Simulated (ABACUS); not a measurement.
# W (Im-3m) in ABACUS: equation of state, part 2 of 2

ABACUS 3.10.1.

### 3 Equation of state, PBEsol, 15.21 Å³/atom (volume scaled by 0.96)

INPUT reads:

```
INPUT_PARAMETERS
suffix              W
calculation         scf
basis_type          pw
pseudo_dir          ./
symmetry            1
dft_functional      pbesol
ecutwfc             74
pseudo_rcut         7
nspin               1
nbands              11
ks_solver           dav
smearing_method     fd
smearing_sigma      0.00367493
scf_thr             1e-08
scf_nmax            100
mixing_type         broyden
mixing_beta         0.7
cal_force           1
cal_stress          1
kpar                4
```

STRU reads:

```
ATOMIC_SPECIES
W 183.8400 W.upf

LATTICE_CONSTANT
1.8897261246

LATTICE_VECTORS
-1.5609593379 1.5609593379 1.5609593379
1.5609593379 -1.5609593379 1.5609593379
1.5609593379 1.5609593379 -1.5609593379

ATOMIC_POSITIONS
Direct

W
0.0
1
0.0000000000 0.0000000000 0.0000000000 1 1 1
```

KPT reads:

```
K_POINTS
0
Gamma
12 12 12 0 0 0
```

Potentials or basis: PseudoDojo NC SR 0.4.1 PBEsol standard, plane waves.

Command:

```
$ OMP_NUM_THREADS=1 mpirun -np 4 abacus > log
```

Run time: 5 s. Hardware: 4 MPI ranks of Intel Xeon Platinum 8488C (Sapphire Rapids), shared host; peak memory 0.24 GiB.

Results (log left out):

```yaml
Free_energy: -2063.4653 eV
Pressure: 10.8 GPa
Band_gap_on_the_k_mesh: none (metal or under the smearing width)
```

### 4 Equation of state, PBEsol, 15.53 Å³/atom (volume scaled by 0.98)

INPUT is that of step 3.

STRU reads:

```
ATOMIC_SPECIES
W 183.8400 W.upf

LATTICE_CONSTANT
1.8897261246

LATTICE_VECTORS
-1.5717249149 1.5717249149 1.5717249149
1.5717249149 -1.5717249149 1.5717249149
1.5717249149 1.5717249149 -1.5717249149

ATOMIC_POSITIONS
Direct

W
0.0
1
0.0000000000 0.0000000000 0.0000000000 1 1 1
```

KPT is that of step 3.

Potentials or basis: PseudoDojo NC SR 0.4.1 PBEsol standard, plane waves.

Command:

```
$ OMP_NUM_THREADS=1 mpirun -np 4 abacus > log
```

running log:

```text
ABACUS v3.10.1

               Atomic-orbital Based Ab-initio Computation at UStc

 ------------------------------------------------------------------------------------

 READING GENERAL INFORMATION
                           global_out_dir = OUT.W/
                           global_in_card = INPUT
                               pseudo_dir = ./
                              orbital_dir =
                                    DSIZE = 4
                                    GSIZE = 1

 READING UNITCELL INFORMATION
                                    ntype = 1
                  lattice constant (Bohr) = 1.88973
              lattice constant (Angstrom) = 1

 READING ATOM TYPE 1
[... 320 lines left out ...]
      10        25.1711    5.34050e-24
      11        37.4517        0.00000
[... 53 lines left out ...]
 6/18 kpoint (Cartesian) = 0.13255 -0.13255 0.0000 (1114 pws)
       1       -51.0999      0.0138889
       2       -16.0567      0.0138889
       3       -15.1785      0.0138889
       4       -14.7680      0.0138889
       5        16.5096      0.0138889
       6        19.3511      0.0138889
       7        22.7443      0.0117611
       8        25.1835    4.99768e-23
       9        25.9499    1.10236e-29
      10        28.3195    2.88230e-50
      11        34.9377        0.00000

[... levels at 12 further k points ...]

------------------------------------------------------------------------------------------
 TOTAL-FORCE (eV/Angstrom)
------------------------------------------------------------------------------------------
                        W1         0.0000000000         0.0000000000         0.0000000000
------------------------------------------------------------------------------------------

----------------------------------------------------------------
 TOTAL-STRESS (KBAR)
----------------------------------------------------------------
        36.6637115598        -0.0000000000        -0.0000000000
        -0.0000000000        36.6637115598         0.0000000000
         0.0000000000         0.0000000000        36.6637115598
----------------------------------------------------------------
 TOTAL-PRESSURE: 36.663712 KBAR

 --------------------------------------------
 !FINAL_ETOT_IS -2063.4795229593391923 eV
 --------------------------------------------
```

stdout:

```text
ABACUS v3.10.1

               Atomic-orbital Based Ab-initio Computation at UStc

%%%%%%%%%%%%%%%%%%%%%%%%%%%%%%%%%%%%%%%%%%%%%%%%%%%%%%%%%%%%%%%%%%%%%%%%%%%%%%%%%%%%%%%%%%%%%%%%%%%%%%%%%
 Warning: the number of valence electrons in pseudopotential > 6 for W: [Xe] 4f14 5d4 6s2
[... 31 lines left out ...]
 TOTAL-STRESS (KBAR)
----------------------------------------------------------------
        36.6637115598        -0.0000000000        -0.0000000000
        -0.0000000000        36.6637115598         0.0000000000
         0.0000000000         0.0000000000        36.6637115598
----------------------------------------------------------------
 TOTAL-PRESSURE: 36.663712 KBAR
```

It took 6.9 s on 4 MPI ranks of Intel Xeon Platinum 8488C (Sapphire Rapids), shared host; peak memory 0.24 GiB.

What came out:

| Quantity | Value |
| --- | --- |
| Free energy | -2063.4795 eV |
| Pressure | 3.7 GPa |
| Band gap on the k mesh | none (metal or under the smearing width) |

### 5 Equation of state, PBEsol, 15.85 Å³/atom

INPUT is that of step 4.

STRU reads:

```
ATOMIC_SPECIES
W 183.8400 W.upf

LATTICE_CONSTANT
1.8897261246

LATTICE_VECTORS
-1.5823450000 1.5823450000 1.5823450000
1.5823450000 -1.5823450000 1.5823450000
1.5823450000 1.5823450000 -1.5823450000

ATOMIC_POSITIONS
Direct

W
0.0
1
0.0000000000 0.0000000000 0.0000000000 1 1 1
```

KPT is that of step 4.

Command:

```
$ OMP_NUM_THREADS=1 mpirun -np 4 abacus > log
```

Run time: 4.9 s. Hardware: 4 MPI ranks of Intel Xeon Platinum 8488C (Sapphire Rapids), shared host; peak memory 0.24 GiB.

The run converged. Its results:

```
Free energy            : -2063.4804 eV
Pressure               : -2.8 GPa
Band gap on the k mesh : none (metal or under the smearing width)
```

### 6 Equation of state, PBEsol, 16.16 Å³/atom (volume scaled by 1.02)

INPUT is that of step 5.

STRU reads:

```
ATOMIC_SPECIES
W 183.8400 W.upf

LATTICE_CONSTANT
1.8897261246

LATTICE_VECTORS
-1.5928244114 1.5928244114 1.5928244114
1.5928244114 -1.5928244114 1.5928244114
1.5928244114 1.5928244114 -1.5928244114

ATOMIC_POSITIONS
Direct

W
0.0
1
0.0000000000 0.0000000000 0.0000000000 1 1 1
```

KPT is that of step 5.

Potentials or basis: PseudoDojo NC SR 0.4.1 PBEsol standard, plane waves.

Command:

```
$ OMP_NUM_THREADS=1 mpirun -np 4 abacus > log
```

It took 5.1 s on 4 MPI ranks of Intel Xeon Platinum 8488C (Sapphire Rapids), shared host; peak memory 0.24 GiB.

Results (log left out):

```yaml
Free_energy: -2063.4691 eV
Pressure: -8.6 GPa
Band_gap_on_the_k_mesh: none (metal or under the smearing width)
```

### 7 Equation of state, PBEsol, 16.48 Å³/atom (volume scaled by 1.04)

INPUT is that of step 6.

STRU reads:

```
ATOMIC_SPECIES
W 183.8400 W.upf

LATTICE_CONSTANT
1.8897261246

LATTICE_VECTORS
-1.6031677168 1.6031677168 1.6031677168
1.6031677168 -1.6031677168 1.6031677168
1.6031677168 1.6031677168 -1.6031677168

ATOMIC_POSITIONS
Direct

W
0.0
1
0.0000000000 0.0000000000 0.0000000000 1 1 1
```

KPT is that of step 6.

Command:

```
$ OMP_NUM_THREADS=1 mpirun -np 4 abacus > log
```

Run time: 4.4 s. Hardware: 4 MPI ranks of Intel Xeon Platinum 8488C (Sapphire Rapids), shared host; peak memory 0.24 GiB.

The run converged. Its results:

| Property | Result |
| --- | --- |
| Free energy | -2063.4468 eV |
| Pressure | -13.9 GPa |
| Band gap on the k mesh | none (metal or under the smearing width) |

### 8 Equation of state, PBEsol, 16.80 Å³/atom (volume scaled by 1.06)

INPUT is that of step 7.

STRU reads:

```
ATOMIC_SPECIES
W 183.8400 W.upf

LATTICE_CONSTANT
1.8897261246

LATTICE_VECTORS
-1.6133792515 1.6133792515 1.6133792515
1.6133792515 -1.6133792515 1.6133792515
1.6133792515 1.6133792515 -1.6133792515

ATOMIC_POSITIONS
Direct

W
0.0
1
0.0000000000 0.0000000000 0.0000000000 1 1 1
```

KPT is that of step 7.

Command:

```
$ OMP_NUM_THREADS=1 mpirun -np 4 abacus > log
```

Run time: 6.7 s. Hardware: 4 MPI ranks of Intel Xeon Platinum 8488C (Sapphire Rapids), shared host; peak memory 0.24 GiB.

It converged, with:

| Item | Value |
| --- | --- |
| Free energy | -2063.4145 eV |
| Pressure | -18.7 GPa |
| Band gap on the k mesh | none (metal or under the smearing width) |

### 9 Equation of state, PBEsol

Potentials or basis: PseudoDojo NC SR 0.4.1 PBEsol standard, plane waves.

This step only gathers the single runs of the series.

Results:

- Equilibrium volume: 15.71 Å³/atom
- Bulk modulus: 317 GPa
- Pressure derivative of the bulk modulus: 3.8

Energy against volume, from the lowest point:
```csv
volume (Å³/atom),energy (meV/atom)
14.897,44.09
15.214,15.11
15.531,0.86
15.848,0.00
16.165,11.27
16.482,33.56
16.798,65.85
```

The run has no spin-orbit coupling, so splittings on W are missing.
